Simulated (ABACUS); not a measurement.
# PbS (P-6m2) in ABACUS: single point with LDA

Aim: the single point of PbS with LDA.

All numbers are computed with ABACUS 3.10.1; they aren't measurements. Logs are shortened: lines on timing, memory, paths and dates and some standing lists are left out, and cuts for length are marked.

## Step 1: Starting point

The structure is hexagonal, space group P-6m2 (No. 187). The conventional cell has a = 4.090 Å, b = 4.090 Å, c = 3.788 Å, α = 90.00°, β = 90.00°, γ = 120.00°. Around Pb (site symmetry -6m2) lie 6 S at 3.03 Å. Around S (site symmetry -6m2) lie 6 Pb at 3.03 Å.

Measurements of this composition are mostly on another form, of space group No. 225.

## Step 2: Single point, LDA

run_abacus.py reads:

```python
"""ABACUS run from a structure file: ASE reads it, the script writes STRU, KPT and INPUT."""
import re
import subprocess
from ase.io import read
from ase.units import Bohr

atoms = read("PbS.xyz")
atoms = atoms[(-atoms.numbers).argsort(kind="stable")]  # ABACUS lists atoms element by element
pseudo = {'Pb': 'Pb.upf', 'S': 'S.upf'}
orbital = {}
magmoms = None
kmesh = [6, 6, 6]
params = {
    'suffix': 'PbS',
    'calculation': 'scf',
    'basis_type': 'pw',
    'pseudo_dir': './',
    'symmetry': 1,
    'dft_functional': 'pz',
    'ecutwfc': 57,
    'pseudo_rcut': 7,
    'nspin': 1,
    'nbands': 20,
    'ks_solver': 'dav',
    'smearing_method': 'fd',
    'smearing_sigma': 0.00367493,
    'scf_thr': 1e-08,
    'scf_nmax': 100,
    'mixing_type': 'broyden',
    'mixing_beta': 0.7,
    'cal_force': 1,
    'cal_stress': 1,
    'out_chg': 1,
    'kpar': 4,
}

symbols = atoms.get_chemical_symbols()
elements = list(dict.fromkeys(symbols))
lines = ["ATOMIC_SPECIES"] + [f"{e} {atoms.get_masses()[symbols.index(e)]:.4f} {pseudo[e]}" for e in elements]
if orbital:
    lines += ["", "NUMERICAL_ORBITAL"] + [orbital[e] for e in elements]
lines += ["", "LATTICE_CONSTANT", f"{1 / Bohr:.10f}", "", "LATTICE_VECTORS"]
lines += [" ".join(f"{x:.10f}" for x in v) for v in atoms.cell]
lines += ["", "ATOMIC_POSITIONS", "Direct"]
for e in elements:
    lines += ["", e, "0.0", str(symbols.count(e))]
    for i, p in enumerate(atoms.get_scaled_positions(wrap=False)):
        if symbols[i] == e:
            mag = "" if magmoms is None else " mag " + " ".join(str(x) for x in (magmoms[i] if isinstance(magmoms[i], list) else [magmoms[i]]))
            lines.append(" ".join(f"{x:.10f}" for x in p) + " 1 1 1" + mag)
open("STRU", "w").write("\n".join(lines) + "\n")
open("KPT", "w").write("K_POINTS\n0\nGamma\n%d %d %d 0 0 0\n" % tuple(kmesh))
open("INPUT", "w").write("INPUT_PARAMETERS\n" + "".join(f"{k:<20s}{v}\n" for k, v in params.items()))

done = subprocess.run(['mpirun', '-np', '4', 'abacus'])
if done.returncode:
    raise SystemExit(done.returncode)
log = open("OUT.PbS/running_scf.log").read()
print("final energy (eV):", re.findall(r"FINAL_ETOT_IS (\S+)", log))
```

PbS.xyz reads:

```xyz
2
Lattice="4.0896976867 0.0000000000 0.0000000000 -2.0448488433 3.5417820905 0.0000000000 0.0000000000 0.0000000000 3.7881670000" Properties=species:S:1:pos:R:3 pbc="T T T"
Pb     0.0000000000      0.0000000000      0.0000000000
S      2.0448488436      1.1805940300      1.8940835000
```

Potentials or basis: PseudoDojo NC SR 0.4.1 LDA standard, plane waves.

Started as:

```sh
OMP_NUM_THREADS=1 python run_abacus.py > log
```

running log:

```text
ABACUS v3.10.1

               Atomic-orbital Based Ab-initio Computation at UStc

 ------------------------------------------------------------------------------------

 READING GENERAL INFORMATION
                           global_out_dir = OUT.PbS/
                           global_in_card = INPUT
                               pseudo_dir = ./
                              orbital_dir =
                                    DSIZE = 4
                                    GSIZE = 1

 READING UNITCELL INFORMATION
                                    ntype = 2
                  lattice constant (Bohr) = 1.88973
              lattice constant (Angstrom) = 1

 READING ATOM TYPE 1
                               atom label = Pb
                      L=0, number of zeta = 1
                      L=1, number of zeta = 1
                      L=2, number of zeta = 1
             number of atom for this type = 1

 READING ATOM TYPE 2
                               atom label = S
                      L=0, number of zeta = 1
                      L=1, number of zeta = 1
                      L=2, number of zeta = 1
             number of atom for this type = 1

                        TOTAL ATOM NUMBER = 2
DIRECT COORDINATES
    atom                   x                   y                   z     mag                  vx                  vy                  vz
taud_Pb1            0.0000000000        0.0000000000        0.0000000000  0.0000        0.0000000000        0.0000000000        0.0000000000
taud_S1            0.6666666667        0.3333333333        0.5000000000  0.0000        0.0000000000        0.0000000000        0.0000000000

                          Volume (Bohr^3) = 370.287
                             Volume (A^3) = 54.8708

 Lattice vectors: (Cartesian coordinate: in unit of a_0)
              +4.0897                  +0                  +0
             -2.04485            +3.54178                  +0
                   +0                  +0            +3.78817
 Reciprocal vectors: (Cartesian coordinate: in unit of 2 pi/a_0)
            +0.244517           +0.141172                  -0
                   -0           +0.282344                  -0
                   +0                  -0            +0.26398
 The esolver type has been set to : ksdft_pw

                PAO radial cut off (Bohr) = 7

 Read in pseudopotential file is Pb.upf
                     pseudopotential type = NC
          exchange-correlation functional = SLAPWNOGXNOGC
                 nonlocal core correction = 1
                        valence electrons = 14
                                     lmax = 2
                           number of zeta = 3
[... 5 lines left out ...]
                           L of projector = 2
                           L of projector = 2
 XC functional updated to : pz
          exchange-correlation functional = PZ
                PAO radial cut off (Bohr) = 7

 Read in pseudopotential file is S.upf
[... 189 lines left out ...]
 projector 3 L=1
 projector 4 L=1
 projector 5 L=2
 projector 6 L=2
      TOTAL NUMBER OF NONLOCAL PROJECTORS = 36

 Init Non-Local PseudoPotential table :
 Init Non-Local-Pseudopotential done.

                                     npwx = 2714

 Make real space PAO into reciprocal space.
       max mesh points in Pseudopotential = 701
     dq(describe PAO in reciprocal space) = 0.01
                                    max q = 910

 number of pseudo atomic orbitals for Pb is 3
WARNING: norm of atomic wavefunction # 2 of atomic type Pb is 0.999898, renormalized
WARNING: norm of atomic wavefunction # 3 of atomic type Pb is 0.991378, renormalized

 number of pseudo atomic orbitals for S is 2
WARNING: norm of atomic wavefunction # 1 of atomic type S is 0.999996, renormalized
WARNING: norm of atomic wavefunction # 2 of atomic type S is 0.999712, renormalized

 -------------------------------------------
 SELF-CONSISTENT
 -------------------------------------------
                                 init_chg = atomic

 PW ALGORITHM --------------- ION=   1  ELEC=   1--------------------------------
 Notice: Threshold on eigenvalues was too large.
 hsover_error=0.2 > DRHO=0.155289
 Origin diag ethr = 0.01
 New diag ethr = 0.000776445

 Density error is 0.154440833363
                          Error Threshold = 0.000776444940464
----------------------------------------------------------
     Energy           Rydberg                 eV
----------------------------------------------------------
 E_KohnSham     -162.6243884652      -2212.6183168928
 E_Harris       -163.5726783050      -2225.5204620685
 E_Fermi        0.5305330045         7.2182718377
----------------------------------------------------------
[... 75 lines left out ...]
 Density error is 1.43041364006e-09
                          Error Threshold = 7.87325169545e-11
----------------------------------------------------------
     Energy           Rydberg                 eV
----------------------------------------------------------
 E_KohnSham     -162.6782128152      -2213.3506347439
 E_KS(sigma->0) -162.6781856365      -2213.3502649584
 E_Harris       -162.6781363883      -2213.3495949014
 E_band         -5.0089683420        -68.1505105530
 E_one_elec     -40.0319733858       -544.6629402306
 E_Hartree      31.8488394150        433.3256907313
 E_xc           -45.7212535610       -622.0695681327
 E_Ewald        -108.7737709260      -1479.9430775410
 E_entropy(-TS) -0.0000543574        -0.0007395710
 E_descf        0.0000000000         0.0000000000
 E_exx          0.0000000000         0.0000000000
 E_Fermi        0.5621896121         7.6489820805
----------------------------------------------------------

 charge density convergence is achieved
 final etot is -2213.3506347 eV
 EFERMI = 7.6489820805 eV

 STATE ENERGY(eV) AND OCCUPATIONS    NSPIN == 1
 1/7 kpoint (Cartesian) = 0.0000 0.0000 0.0000 (2705 pws)
       1       -9.15064     0.00925926
       2       -9.12816     0.00925926
       3       -9.12816     0.00925926
       4       -9.02923     0.00925926
       5       -9.02923     0.00925926
       6       -5.52886     0.00925926
[... 122 lines left out ...]
      19        20.9313        0.00000
      20        21.3052        0.00000

[... levels at 1 further k points ...]

------------------------------------------------------------------------------------------
 TOTAL-FORCE (eV/Angstrom)
------------------------------------------------------------------------------------------
                       Pb1         0.0000000000         0.0000000000         0.0000000000
                        S1         0.0000000000         0.0000000000         0.0000000000
------------------------------------------------------------------------------------------

----------------------------------------------------------------
 TOTAL-STRESS (KBAR)
----------------------------------------------------------------
       -43.3875261683         0.0000000006        -0.0000000000
         0.0000000006       -43.3875261678         0.0000000000
         0.0000000000         0.0000000000       -47.6872455597
----------------------------------------------------------------
 TOTAL-PRESSURE: -44.820766 KBAR

 --------------------------------------------
 !FINAL_ETOT_IS -2213.3506347439015371 eV
 --------------------------------------------
```

INPUT:

```text
INPUT_PARAMETERS
suffix              PbS
calculation         scf
basis_type          pw
pseudo_dir          ./
symmetry            1
dft_functional      pz
ecutwfc             57
pseudo_rcut         7
nspin               1
nbands              20
ks_solver           dav
smearing_method     fd
smearing_sigma      0.00367493
scf_thr             1e-08
scf_nmax            100
mixing_type         broyden
mixing_beta         0.7
cal_force           1
cal_stress          1
out_chg             1
kpar                4
```

STRU:

```text
ATOMIC_SPECIES
Pb 207.2000 Pb.upf
S 32.0600 S.upf

LATTICE_CONSTANT
1.8897261258

LATTICE_VECTORS
4.0896976867 0.0000000000 0.0000000000
-2.0448488433 3.5417820905 0.0000000000
0.0000000000 0.0000000000 3.7881670000

ATOMIC_POSITIONS
Direct

Pb
0.0
1
0.0000000000 0.0000000000 0.0000000000 1 1 1

S
0.0
1
0.6666666667 0.3333333333 0.5000000000 1 1 1
```

Wall time 6.7 s (4 MPI ranks of Intel Xeon Platinum 8488C (Sapphire Rapids), shared host); peak memory 0.36 GiB.

Results:

```
Free energy            : -2213.3506 eV
Pressure               : -4.5 GPa
Band gap on the k mesh : none (metal or under the smearing width)
```
